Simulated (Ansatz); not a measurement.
What moves the field gradients of GaN?

Cell of run 1: a COD entry, atoms as given.

```cif
data_structure
_symmetry_space_group_name_H-M 'P 1'
_symmetry_Int_Tables_number 1
_cell_length_a 3.1800
_cell_length_b 3.1800
_cell_length_c 5.1660
_cell_angle_alpha 90.000
_cell_angle_beta 90.000
_cell_angle_gamma 120.000
_cell_volume 45.24
loop_
_atom_site_label
_atom_site_type_symbol
_atom_site_fract_x
_atom_site_fract_y
_atom_site_fract_z
_atom_site_occupancy
Ga1 Ga 0.33333 0.66667 0.00000 1
Ga2 Ga 0.66667 0.33333 0.50000 1
N3 N 0.33333 0.66667 0.38500 1
N4 N 0.66667 0.33333 0.88500 1
```

Sites (sets of like atoms) are named by element and the number of their first atom in this list.

Relaxed positions (PBE, cell held):

```
CELL_PARAMETERS angstrom
3.18000 0.00000 0.00000
-1.59000 2.75396 0.00000
0.00000 0.00000 5.16600
ATOMIC_POSITIONS crystal
Ga 0.33333 0.66667 0.00394
Ga 0.66667 0.33333 0.50394
N 0.33333 0.66667 0.38106
N 0.66667 0.33333 0.88106
```

All runs are DFT with Ansatz 0.2.0 (plane waves and PAW, scalar-relativistic unless spin–orbit coupling is named, Γ-centred meshes, Fermi–Dirac smearing where given) in this cell.

Run 1: PBE, atoms as given; 420 eV, 11×11×6 k-points, smearing 0.02 eV.
Run 2: PBE, atoms relaxed; 420 eV, 11×11×6 k-points, smearing 0.02 eV.
Run 3: r2SCAN, at the relaxed atoms; 500 eV, 11×11×6 k-points, smearing 0.02 eV.
Run 4: PBE with spin–orbit coupling, at the relaxed atoms; 420 eV, 11×11×6 k-points, smearing 0.02 eV.
Run 5: LDA, at the relaxed atoms; 420 eV, 11×11×6 k-points, smearing 0.02 eV.
Run 6: PBEsol, at the relaxed atoms; 420 eV, 11×11×6 k-points, smearing 0.02 eV.

| run | Ga V_zz (η) | N V_zz (η) |
| --- | --- | --- |
| 1 | 2.87 (0.00) | -0.17 (0.00) |
| 2 | ? | ? |
| 3 | 0.47 (0.00) | 0.036 (0.00) |
| 4 | 0.43 (0.00) | 0.023 (0.00) |
| 5 | 0.41 (0.00) | 0.009 (0.00) |
| 6 | 0.42 (0.00) | 0.021 (0.00) |

V_zz in 10²¹ V/m².

**Question.** Estimate the row of run 2.

**Answer.** Ga: 0.43 (0.00); N: 0.023 (0.00). It lies nearest to run 4, from whose tensors on these sites it differs by 0.00 at most (largest principal value of the difference). Taken one at a time, the positions of the atoms (as given or relaxed) move the tensors on these sites by up to 2.44 (largest principal value of the change, on Ga), the functional (between the two that differ most) by 0.06 (Ga), spin–orbit coupling by 0.00.

In run 1 the atoms aren't at the calculated equilibrium (largest force 0.44 eV/Å). The cell isn't the equilibrium one in runs 1, 2, 4 (calculated pressure 7, 7, 7 GPa), and the entry's cell may itself be off.
